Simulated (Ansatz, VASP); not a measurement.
## Sb in VASP and in Ansatz

```
CELL_PARAMETERS angstrom
0.00000 2.37124 2.37124
2.37124 0.00000 2.37124
2.37124 2.37124 0.00000
ATOMIC_POSITIONS crystal
Sb 0.00000 0.00000 0.00000
```

This isn't the form of Sb at room conditions, which is rhombohedral.

Alike in both runs: task single point; functional PBEsol; k mesh 10 × 10 × 10; occupations fermi-dirac, width 0.05 eV; no spin polarisation.

|  | VASP | Ansatz |
| --- | --- | --- |
| version | VASP 6.6.1 | Ansatz 0.2.0 |
| potentials or method | VASP PAW PBE potentials, release 64 (Sb) | Ansatz PAW |
| plane-wave cutoff (eV) | 520 | 420 |
| valence electrons in the cell | 5 | 15 |

```csv
,VASP,Ansatz,Ansatz less VASP
gap on the k mesh at the Fermi level (eV),none,none,-
pressure (GPa),-1.2,-1.2,+0.04
```

A gap of «none» marks a metal or a gap that the smearing closes. The two sets of potentials don't hold the same shells in valence.

Caveats: the PAW data sets were made with another functional, which shifts forces and pressure a little (VASP); the PAW data sets come from PBE, with cores solved anew for the run's functional, which leaves a small shift of forces and pressure (Ansatz). Spin-orbit coupling is left out, which matters for the levels of Sb.
